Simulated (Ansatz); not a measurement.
Runs of Ansatz 0.2.0 on InP. It takes space group F-43m (No. 216, cubic). Conventional cell: a = 5.861 Å, b = 5.861 Å, c = 5.861 Å, α = 90.00°, β = 90.00°, γ = 90.00°. Around In (site symmetry -43m) lie 4 P at 2.54 Å. Around P (site symmetry -43m) lie 4 In at 2.54 Å. 

```tsv
task	level	potentials or basis	spin	cell	cutoff (eV)	points for each segment of the path	gap on the mesh (eV)	pressure (GPa)	V0 of scaled cells (Å³/atom)	relaxed volume (Å³/atom)	B0 (GPa)
equation of state	SVWN5	Ansatz PAW	off	as given	420	-	-	-	24.71	-	71
equation of state	PBEsol+D4	Ansatz PAW	off	as given	420	-	-	-	(c)	-	70
relaxation of cell and atoms	rPW86-PBE	Ansatz PAW	off	relaxed	420	-	-	0.0	-	27.49	-
equation of state	PBEsol	PseudoDojo PBEsol	off	as given	952	-	-	-	25.43	-	(b)
relaxation of cell and atoms	RPBE+D3(BJ)	Ansatz PAW	off	relaxed	420	-	1.27	0.0	-	(d)	-
band structure	r2SCAN	Ansatz PAW	off	as given	500	14	1.16	1.7	-	-	-
relaxation of cell and atoms	revPBE+D4	Ansatz PAW	off	relaxed	420	-	0.75	0.0	-	25.45	-
band structure	r2SCAN	Ansatz PAW	SOC, no magnetisation	as given	500	14	(a)	1.6	-	-	-
```

Alike in all rows: k mesh 8 × 8 × 8; smearing fermi-dirac 0.05 eV.

Problem. Estimate the missing entries.

Solution. (a) 1.14; (b) 67; (c) 24.95; (d) 23.31.

Caveats: the PAW data sets come from PBE, with cores solved anew for the run's functional, which leaves a small shift of forces and pressure (some runs); the plane-wave basis is chosen anew once the cell has moved, so the energies of steps on either side of that aren't comparable (some runs); spin-orbit coupling is left out, which moves the levels of the heavy elements (some runs).

A k mesh can miss the band edges, and rows without SOC leave out spin-orbit coupling on In.

Runs at the PBE level aren't shown here.
